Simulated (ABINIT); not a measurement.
Se:

```xyz
3
Lattice="4.3662 0.0000 0.0000 -2.1831 3.7812 0.0000 0.0000 0.0000 4.9536" Properties=species:S:1:pos:R:3 pbc="T T T"
Se    1.6910    2.9289    0.0000
Se   -0.4921    0.8523    3.3024
Se    0.9841    0.0000    1.6512
```

Base run:

| Item | Value |
| --- | --- |
| Program | ABINIT 10.8.3 (patched build) |
| Functional | LDA |
| Potentials or basis | PseudoDojo NC SR LDA v0.4.1 standard |
| Cutoff | 1088 eV |
| k mesh | 5 × 5 × 4 |
| Occupations | fermi-dirac, width 0.05 eV |
| Spin | no spin polarisation |

Its results: band gap on the k mesh 1.11 eV, indirect (least direct gap 1.26 eV); pressure -1.5 GPa; largest force 0.240 eV/Å.

Task: The run is repeated on the same cell with these changes: functional from LDA to PBE; potentials or basis from PseudoDojo NC SR LDA v0.4.1 standard to PseudoDojo NC SR PBE v0.4.1 standard. What comes out?

Result: Band gap on the k mesh 1.23 eV, indirect (least direct gap 1.34 eV); pressure 2.6 GPa; largest force 0.427 eV/Å.

Caveats: an odd mesh through Γ misses points on the zone boundary, where band edges often lie.
